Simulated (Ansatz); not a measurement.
MgO at 20 GPa: from Born charge to LO–TO splitting and polaron coupling

The calculation used DFT PBEsol, scalar-relativistic, plane waves, PAW in Ansatz 0.2.0. Plane waves to 420 eV; Γ-centred k mesh 10×10×10; fixed occupations. No spin polarisation. Phonons by linear response, acoustic sum rule imposed.

The cell, relaxed at 20 GPa:
```
Mg O
1.0
     0.00000    2.03616    2.03616
     2.03616    0.00000    2.03616
     2.03616    2.03616    0.00000
Mg O
1 1
Direct
  0.00000 0.00000 0.00000
  0.50000 0.50000 0.50000
```

Linear response gives ν_TO = 485.0 cm⁻¹, Born charges ±1.937 e (positive on Mg) and ε∞ = 3.138. The primitive cell holds 16.884 Å³, and the masses are 24.305 and 15.999 amu.

**Question.** Find ν_LO and the static dielectric constant.

**Answer.** The long-wave field adds a restoring force: ω_LO² − ω_TO² = Z*²e²/(ε_vac ε∞ μV). In these units ν_LO² − ν_TO² = 4.92064×10⁷ Z*²/(μ V ε∞) cm⁻², with μ = m₁m₂/(m₁ + m₂) = 9.648 amu: 361284 cm⁻². So ν_LO = √(485.0² + 361284) = 772.4 cm⁻¹, and the run gives 772.4. Lyddane–Sachs–Teller then gives ε0 = ε∞ (ν_LO/ν_TO)² = 7.96, against 7.96 in the run (it forms both from the same three quantities, so the match checks the arithmetic only). Between ν_TO and ν_LO the dielectric function is negative and an undamped crystal reflects fully: a reststrahlen band from 12.9 to 20.6 μm.

**Question.** What do the Clausius–Mossotti polarisability and the Szigeti charge come to?

**Answer.** With the Lorentz local field, α = (3V/4π)(ε∞ − 1)/(ε∞ + 2) = 1.68 Å³ for the pair, and e_S = 3Z*/(ε∞ + 2) = 1.13 e. The Born charge includes the electrons' response to the dipole's own local field, and e_S takes that enhancement out. The Lorentz field assumes point-like polarisable ions, a fair picture at this small ε∞.

**Question.** How strongly does a slow electron couple to the LO mode?

**Answer.** For one isotropic parabolic band, Fröhlich's constant is α_F = (1/ε∞ − 1/ε0) √(m* Ry/ħω_LO), with Ry = 13.606 eV, ħω_LO = 95.8 meV and m* in free-electron masses: α_F = 0.1930 × 11.92 × √m* = 2.30 √m*. The band mass isn't part of this run; for m* = 0.1, 0.3 and 1 it gives 0.73, 1.26, 2.30. In weak coupling the polaron lies α_F ħω_LO below the band edge (121 meV at m* = 0.3) with a mass m*(1 + α_F/6); past α_F of about 5 or 6 that expansion fails. A semilocal functional's ε∞ tends to be too large, which taken alone lowers α_F.

Cost: 1 run of about 0.11 core-minutes, on Arm Neoverse V2 (shared hosts).

The Born charge of 1.937 e lies close to the formal divalent value, as expected for a strongly ionic oxide with filled O 2p and empty Mg 3s states and little of the dynamic charge transfer that gives ferroelectric perovskites their anomalous charges. The Szigeti charge of 1.13 e is no static ionic charge; its reduction from the formal value reflects electron clouds that deform through short-range overlap as the ions move. The wide LO–TO gap follows from nearly full ionic charges on light ions, with only weak electronic screening of their long-range field. Lattice displacement therefore supplies more of the static dielectric response than the electrons do. Compression stiffens the short-range restoring force, which probably explains why ε0 is below the familiar ambient value. For electrons in the dispersive, s-like conduction band, the coupling suggests a large polaron of weak to intermediate strength. That picture doesn't carry over to holes, whose degenerate, flatter O 2p bands fall outside the single-band model and may favour self-trapping.
